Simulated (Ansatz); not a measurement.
# CuAu under changes of volume

One of the cells (14.556 Å³/atom); the others are scaled copies at fixed shape and fractional positions:

```
Au Cu
1.0
     2.81075    0.00000    0.00000
     0.00000    2.81075    0.00000
     0.00000    0.00000    3.68500
Au Cu
1 1
Direct
  0.00000 0.00000 0.00000
  0.50000 0.50000 0.50000
```

* Program: Ansatz 0.2.0
* Functional: LDA
* Potentials or basis: all-electron LAPW, scalar-relativistic
* Cutoff: 272 eV (chosen from the basis error)
* Basis error allowed: 0.001 eV/atom
* k mesh: 9 × 9 × 7
* Occupations: fermi-dirac, width 0.05 eV
* Spin: no spin polarisation

| volume (Å³/atom) | energy over the lowest point (meV/atom) | pressure (GPa) |
| --- | --- | --- |
| 13.683 | 0.00 | 1.4 |
| 13.974 | 1.24 | -2.6 |
| 14.265 | 9.29 | -6.1 |
| 14.556 | 23.28 | -9.2 |
| 14.847 | ? | ? |
| 15.139 | 66.08 | -14.1 |
| 15.430 | 93.60 | -16.1 |

Question: What does the run at 14.847 Å³/atom give?

Answer: Energy over the lowest point 42.44 meV/atom; pressure -11.8 GPa.

Worked out: A Birch-Murnaghan fit of order 3 (a polynomial in V^(-2/3)) to the other rows has its minimum at 13.78 Å³/atom with B0 = V·E''(V) = 194 GPa and B' = 5.5 at fixed shape and positions, which overstates the stiffness. It gives 42.40 meV/atom at 14.847 Å³/atom, against the run's 42.44, and -dE/dV = -11.8 GPa, against -11.8.

Energies are extrapolated to zero smearing.
